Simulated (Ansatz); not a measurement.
# Migration of H in BN

Computed with DFT PBE, scalar-relativistic, plane waves, PAW (Ansatz). Run with 420 eV cutoff, 2×2×2 k-mesh, Gaussian smearing of 0.02 eV, no spin polarisation.

Host crystal, relaxed:

```yaml
crystal:
  lattice:
    - [2.51218, 0.00000, 0.00000]
    - [-1.25609, 2.17561, 0.00000]
    - [0.00000, 0.00000, 8.34316]
  atoms:
    - { symbol: B, position: [0.33333, 0.66667, 0.25000] }
    - { symbol: B, position: [0.66667, 0.33333, 0.75000] }
    - { symbol: N, position: [0.33333, 0.66667, 0.75000] }
    - { symbol: N, position: [0.66667, 0.33333, 0.25000] }
```

In a supercell of 28 host sites with charge -1, interstitial H hops to an equivalent place, moving 2.13 Å between the relaxed ends. Climbing-image nudged elastic band at fixed cell with images 0 (start) to 6 (end), the path measured over all atoms, converged to 0.05 eV/Å; the order of the saddle wasn't checked, and the small cell leaves errors of about a tenth of an eV. Zero-point motion and tunnelling, which matter for H, are left out.

Supercell rows in host cell vectors: -1 -3 0; -2 1 0; 0 0 -1. H was set at (0.000, 0.000, 0.000) of the host cell.

At the relaxed start H has 1 B at 1.26 Å.

(1) What barrier does the band give, and what surrounds the atom at the top?

Results:

(1) 0.01 eV at image 3, where H has 1 B at 1.30 Å, 1 B at 1.94 Å, 3 N at 2.26 Å, 1 N at 2.54 Å, 2 N at 2.55 Å.

Cost: 1 run of about 6.6 core-minutes, on AMD EPYC 9R14 (Zen 4) (shared hosts).